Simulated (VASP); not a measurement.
# ZnS (P6_3mc) in VASP: a series of runs

ZnS is run at these levels: PBE; tasks: single point, relaxation of cell and atoms.

Everything below comes from runs of VASP 6.6.1. Logs are shortened: lines on timing, memory, paths and dates and some standing lists are left out, and cuts for length are marked.

**Measured values to compare with.**

From a printed reference work, monograph, for a bulk crystal of ZnS at 4 K: band gap 3.911 eV (direct).

The results are compared with them further down.

## Step 1: The cell of the first run

The structure is hexagonal, space group P6_3mc (No. 186). Conventional cell: a = 3.846 Å, b = 3.846 Å, c = 6.303 Å, α = 90.00°, β = 90.00°, γ = 120.00°. Zn (site symmetry 3m) has 4 S at 2.36 Å within 3.1 Å. S (site symmetry 3m) has 4 Zn at 2.36 Å within 3.1 Å.

## Step 2: Single point, PBE

INCAR reads:

```
SYSTEM = ZnS
PREC = Accurate ; ENCUT = 520
EDIFF = 1E-6 ; ISMEAR = 0
SIGMA = 0.01 ; LREAL = .False.
LASPH = .True. ; NELM = 80
ALGO = Normal ; ISIF = 2
LWAVE = .False. ; LCHARG = .False.
GGA = PE ; NBANDS = 26
```

KPOINTS reads:

```
Automatic mesh
0
Gamma
  6 6 4
  0 0 0
```

POSCAR reads:

```
ZnS
1.0
    3.8460754462      0.0000000000      0.0000000000
   -1.9230377231      3.3307990412      0.0000000000
    0.0000000000      0.0000000000      6.3028869998
Zn S
2 2
Direct
    0.3333333333      0.6666666667      0.0051944772
    0.6666666667      0.3333333333      0.5051944772
    0.3333333333      0.6666666667      0.3798055228
    0.6666666667      0.3333333333      0.8798055228
```

Potentials or basis: VASP PAW PBE potentials, release 64 (Zn, S).

Command:

```bash
$ cat potpaw_PBE.64/Zn/POTCAR potpaw_PBE.64/S/POTCAR > POTCAR
$ mpirun -np 1 vasp_std > vasp.out
```

OUTCAR:

```text
SYSTEM = ZnS
   PREC = Accurate
   ENCUT = 520
   EDIFF = 1E-6
   ISMEAR = 0
   LREAL = .False.
   LASPH = .True.
   NELM = 80
   ISIF = 2
   GGA = PE

 ion  position               nearest neighbor table
   1  0.333  0.667  0.005-   4 2.36   4 2.36   4 2.36   3 2.36
   2  0.667  0.333  0.505-   3 2.36   3 2.36   3 2.36   4 2.36
   3  0.333  0.667  0.380-   2 2.36   2 2.36   2 2.36   1 2.36
   4  0.667  0.333  0.880-   1 2.36   1 2.36   1 2.36   2 2.36

  LATTYP: Found a hexagonal cell.
 ALAT       =     3.8460754462
 C/A-ratio  =     1.6387840249

  Lattice vectors:

 A1 = (   3.8460754462,   0.0000000000,   0.0000000000)
 A2 = (  -1.9230377231,   3.3307990412,   0.0000000000)
 A3 = (   0.0000000000,   0.0000000000,   6.3028869998)

Analysis of symmetry for initial positions (statically):
=====================================================================
 Subroutine PRICEL returns:
 Original cell was already a primitive cell.

 Routine SETGRP: Setting up the symmetry group for a
 hexagonal supercell.

 Subroutine GETGRP returns: Found 12 space group operations
 (whereof  6 operations were pure point group operations)
 out of a pool of 24 trial point group operations.

The static configuration has the point symmetry C_3v.
 The point group associated with its full space group is C_6v.

Analysis of symmetry for dynamics (positions and initial velocities):
=====================================================================
 Subroutine PRICEL returns:
 Original cell was already a primitive cell.

 Routine SETGRP: Setting up the symmetry group for a
 hexagonal supercell.

 Subroutine GETGRP returns: Found 12 space group operations
 (whereof  6 operations were pure point group operations)
 out of a pool of 24 trial point group operations.

The dynamic configuration has the point symmetry C_3v.
 The point group associated with its full space group is C_6v.

 Subroutine INISYM returns: Found 12 space group operations
 (whereof  6 operations are pure point group operations),
 and found     1 'primitive' translations

----------------------------------------------------------------------------------------

                                     Primitive cell

  volume of cell :      80.7432

  direct lattice vectors                    reciprocal lattice vectors
     3.846075446  0.000000000  0.000000000     0.260005300  0.150114130  0.000000000
    -1.923037723  3.330799041  0.000000000     0.000000000  0.300228260  0.000000000
     0.000000000  0.000000000  6.302887000     0.000000000  0.000000000  0.158657453
[... 85 lines left out ...]
   LREAL  =      F    real-space projection
   EDIFFG = 0.1E-04   stopping-criterion for IOM
   NSW    =      0    number of steps for IOM
   IBRION =     -1    ionic relax: 0-MD 1-quasi-New 2-CG
   NFREE  =      0    steps in history (QN), initial steepest desc. (CG)
   ISIF   =      2    stress and relaxation
   ISYM   =      2    0-nonsym 1-usesym 2-fastsym
   POTIM  = 0.5000    time-step for ionic-motion
   TEBEG  =    0.0;   TEEND  =   0.0 temperature during run
   PSTRESS=    0.0 pullay stress
   NELECT =      36.0000    total number of electrons
   NUPDOWN=      -1.0000    fix difference up-down
   EMIN   =  10.00;   EMAX   =-10.00  energy-range for DOS
   EFERMI =   0.00;   METHOD = LEGACY
   ISMEAR =     0;   SIGMA  =   0.01  broadening in eV -4-tet -1-fermi 0-gaus
   EFERMI_NEDOS =   21; number of points for ismear=-14 and -15
   IALGO  =     38    algorithm
   IMIX   =      4    mixing-type and parameters
     AMIX     =   0.40;   BMIX     =  1.00
     AMIX_MAG =   1.60;   BMIX_MAG =  1.00
  volume/ion in A,a.u.               =      20.19       136.22
  Fermi-wavevector in a.u.,A,eV,Ry     =   1.250663  2.363411 21.281672  1.564159
  Thomas-Fermi vector in A             =   2.384647
   LORBIT       =      0    0 simple, 1 ext, 2 COOP (PROOUT), +10 PAW based schemes
   GGA     = PE    functional components
   LHFCALC =     F    Hartree Fock is set to
   AEXX    =    0.0000 exact exchange contribution
   IVDW    =     0    specifies the selected vdW correction
   LEPSILON=     F    determine dielectric tensor
   LRPA    =     F    only Hartree local field effects (RPA)
 non-spin polarized calculation
 Gauss-broadening in eV      SIGMA  =   0.01
  energy-cutoff  :      520.00
  volume of cell :       80.74
 maximum number of plane-waves:      2208
 NGX is ok and might be reduce to    30
   NGX = 15   NGY = 15   NGZ = 23

 number of electron      36.0000011 magnetization

 Free energy of the ion-electron system (eV)
  ---------------------------------------------------
  ext. energy  EPLUGINS =         0.00000000
  ---------------------------------------------------
  free energy    TOTEN  =       -13.69074056 eV

  energy without entropy =      -13.69074056  energy(sigma->0) =      -13.69074056

 E-fermi :   2.0216     XC(G=0):  -9.5155

 val. band max:        1.9136424609   @ k =   0.0000   0.0000   0.0000
 cond. band min:       3.9964923885   @ k =   0.0000   0.0000   0.0000
 fundamental gap:      2.0828499276
 Fermi energy:         2.0216409621

 k-point     1 :       0.0000    0.0000    0.0000
  band No.  band energies     occupation
      1     -11.0928      2.00000
      2     -10.2025      2.00000
      3      -4.3417      2.00000
      4      -4.3299      2.00000
      5      -4.3299      2.00000
      6      -4.2518      2.00000
[... 598 lines left out ...]
     25      11.6431      0.00000
     26      11.6431      0.00000

------------------------ aborting loop because EDIFF is reached ----------------------------------------

  FORCE on cell =-STRESS in cart. coord.  units (eV):
  Direction    XX          YY          ZZ          XY          YZ          ZX
  --------------------------------------------------------------------------------------
  -------------------------------------------------------------------------------------
  Total        0.0672499      0.0672499      0.0827165      0.0000000     -0.0000000      0.0000000
  in kB        1.3344317      1.3344317      1.6413331      0.0000000     -0.0000000      0.0000000
  external PRESSURE =       1.4367322 kB  Pullay stress =       0.0000000 kB

 VOLUME and BASIS-vectors are now :
 -----------------------------------------------------------------------------
  energy-cutoff  :      520.00
  volume of cell :       80.74
      direct lattice vectors                 reciprocal lattice vectors
     3.846075446  0.000000000  0.000000000     0.260005300  0.150114130  0.000000000
    -1.923037723  3.330799041  0.000000000     0.000000000  0.300228260  0.000000000
     0.000000000  0.000000000  6.302887000     0.000000000  0.000000000  0.158657453

 POSITION                                       TOTAL-FORCE (eV/Angst)
 -----------------------------------------------------------------------------------
     -0.00000      2.22053      0.03274         0.000000     -0.000000      0.000918
      1.92304      1.11027      3.18418         0.000000      0.000000      0.000918
     -0.00000      2.22053      2.39387        -0.000000      0.000000     -0.000918
      1.92304      1.11027      5.54531        -0.000000      0.000000     -0.000918
 -----------------------------------------------------------------------------------
    total drift:                               -0.000000     -0.000000     -0.000191

  FREE ENERGIE OF THE ION-ELECTRON SYSTEM (eV)
  ---------------------------------------------------
  free  energy   TOTEN  =       -13.6907405641 eV

  energy  without entropy=      -13.6907405641  energy(sigma->0) =      -13.69074056
```

OSZICAR:

```text
N       E                     dE             d eps       ncg     rms          rms(c)
DAV:   1     0.241580659122E+03    0.24158E+03   -0.17248E+04  1092   0.165E+03
DAV:   2     0.969152519881E+01   -0.23189E+03   -0.22207E+03  1124   0.345E+02
DAV:   3    -0.139532076691E+02   -0.23645E+02   -0.23434E+02  1282   0.110E+02
DAV:   4    -0.145375353777E+02   -0.58433E+00   -0.58301E+00  1284   0.174E+01
DAV:   5    -0.145467029840E+02   -0.91676E-02   -0.91655E-02  1310   0.213E+00    0.935E+00
DAV:   6    -0.136994889008E+02    0.84721E+00   -0.16301E+00  1648   0.364E+01    0.723E+00
DAV:   7    -0.136953403511E+02    0.41485E-02   -0.11764E+00  1140   0.631E+00    0.337E+00
DAV:   8    -0.136897203836E+02    0.56200E-02   -0.35515E-02  1342   0.191E+00    0.922E-01
DAV:   9    -0.136903509326E+02   -0.63055E-03   -0.82547E-03  1476   0.136E+00    0.220E-01
DAV:  10    -0.136905145626E+02   -0.16363E-03   -0.65503E-04  1260   0.324E-01    0.912E-02
DAV:  11    -0.136907386610E+02   -0.22410E-03   -0.36712E-04  1138   0.121E-01    0.576E-02
DAV:  12    -0.136907373366E+02    0.13244E-05   -0.11485E-05  1294   0.277E-02    0.109E-02
DAV:  13    -0.136907405279E+02   -0.31913E-05   -0.49083E-06  1100   0.143E-02    0.268E-03
DAV:  14    -0.136907405641E+02   -0.36201E-07   -0.39575E-07   896   0.132E-02
   1 F= -.13690741E+02 E0= -.13690741E+02  d E =-.173410E-54
```

stdout:

```text
POSCAR found type information on POSCAR ZnS
 POSCAR found :  2 types and       4 ions
 scaLAPACK will be used
 LDA part: xc-table for (Slater+PW92), standard interpolation
 POSCAR, INCAR and KPOINTS ok, starting setup
 FFT: planning ... GRIDC
 FFT: planning ... GRID_SOFT
 FFT: planning ... GRID
 WAVECAR not read
 entering main loop
```

Run time: 82 s. Hardware: 1 thread of AMD EPYC 7R13, shared host; peak memory 0.18 GiB.

Results:

```
Free energy            : -13.6907 eV
Pressure               : 0.1 GPa
Band gap on the k mesh : 2.08 eV
```

Levels at points of the mesh, in eV from the valence-band top:
| k point | band 16 | band 17 | band 18 | band 19 | band 20 | band 21 |
| --- | --- | --- | --- | --- | --- | --- |
| (0.00, 0.00, 0.00) | -0.07 | 0.00 | 0.00 | 2.08 | 3.05 | 6.33 |
| (0.50, 0.00, 0.00) | -2.14 | -1.61 | -0.85 | 3.68 | 4.18 | 5.14 |
| (0.00, 0.00, 0.50) | -0.45 | -0.45 | -0.45 | 3.48 | 3.48 | 6.76 |
| (0.50, 0.00, 0.50) | -1.56 | -1.54 | -1.54 | 3.54 | 3.54 | 5.24 |

## Step 3: Relaxation of cell and atoms, PBE

This run uses another cell than the first one, of 19.60 Å³/atom.

INCAR reads:

```
PREC = Accurate
ENCUT = 600
EDIFF = 1E-6
ISMEAR = 0
SIGMA = 0.01
LREAL = False
LASPH = True
NELM = 100
ALGO = Normal
ISIF = 3
LWAVE = False
LCHARG = False
GGA = PE
IBRION = 2
NSW = 80
EDIFFG = -0.05
```

KPOINTS reads:

```
regular mesh
0
Gamma
  6 6 4
```

POSCAR reads:

```
ZnS
1.0
    3.8110000000      0.0000000000      0.0000000000
   -1.9055000000      3.3004200000      0.0000000000
    0.0000000000      0.0000000000      6.2340000000
Zn S
2 2
Direct
    0.3333333333      0.6666666667      0.0000000000
    0.6666666667      0.3333333333      0.5000000000
    0.3333333333      0.6666666667      0.3850000000
    0.6666666667      0.3333333333      0.8850000000
```

Potentials or basis: VASP PAW PBE potentials, release 64 (Zn, S).

Command:

```bash
$ cat potpaw_PBE.64/Zn/POTCAR potpaw_PBE.64/S/POTCAR > POTCAR
$ mpirun -np 1 vasp_std > vasp.out
```

Run time: 6.5 min. Hardware: 1 thread of AMD EPYC 7R13, shared host; peak memory 0.19 GiB.

The run converged. Its results:

```
Free energy                           : -13.6903 eV
Relaxed volume                        : 20.20 Å³/atom
Relaxed cell                          : a = 3.849 Å, b = 3.849 Å, c = 6.298 Å, α = 90.00°, β = 90.00°, γ = 120.00°
Space group after relaxing (to 0.1 Å) : P6_3mc (No. 186)
Energy gained by relaxing             : 9.8 meV/atom
Ionic steps                           : 9
Pressure after relaxing               : 0.1 GPa
Largest force after relaxing          : 0.005 eV/Å
Band gap on the k mesh                : 2.08 eV
```

Forces on the atoms (eV/Å):
```
Zn   0.000  0.000  0.005
Zn   0.000  0.000  0.005
S    0.000  0.000 -0.005
S    0.000  0.000 -0.005
```

Stress tensor (GPa, compression positive):
```
0.06 0.00 0.00
0.00 0.06 0.00
0.00 0.00 0.21
```

Step by step:
```csv
step,energy change (eV),largest force (eV/Å),pressure (GPa),volume (Å³)
1,0.0000,0.3237,2.50,78.41
2,-0.0319,0.0909,-0.85,81.93
3,-0.0332,0.1294,-0.25,81.29
4,-0.0332,0.1256,-0.31,81.35
5,-0.0364,0.0682,-0.11,81.10
6,-0.0378,0.0150,0.00,80.88
7,-0.0360,0.1036,0.47,80.44
8,-0.0379,0.0078,0.08,80.79
9,-0.0394,0.0049,0.11,80.80
```

Final structure:
```
Zn S
1.0
     3.84878    0.00000    0.00000
    -1.92439    3.33314    0.00000
     0.00000    0.00000    6.29815
Zn S
2 2
Direct
  0.33333 0.66667 0.00500
  0.66667 0.33333 0.50500
  0.33333 0.66667 0.38000
  0.66667 0.33333 0.88000
```

Levels at points of the mesh, in eV from the valence-band top:
| k point | band 16 | band 17 | band 18 | band 19 | band 20 | band 21 |
| --- | --- | --- | --- | --- | --- | --- |
| (0.00, 0.00, 0.00) | -0.06 | 0.00 | 0.00 | 2.08 | 3.04 | 6.32 |
| (0.50, 0.00, 0.00) | -2.14 | -1.60 | -0.85 | 3.68 | 4.18 | 5.15 |
| (0.00, 0.00, 0.50) | -0.45 | -0.45 | -0.45 | 3.47 | 3.47 | 6.77 |
| (0.50, 0.00, 0.50) | -1.55 | -1.54 | -1.54 | 3.55 | 3.55 | 5.24 |

PBE usually gives volumes a little too large and moduli too small. Zero-point motion and thermal expansion aren't in these numbers.

## Step 4: Against experiment

Step 2. Against the measured gap of ZnS, 3.911 eV (direct; 4 K; a printed reference work, monograph), the calculated 2.08 eV is off by -1.83 eV. The value is that of PBE, without temperature or zero-point motion. Semilocal functionals fall short of measured gaps as a rule.
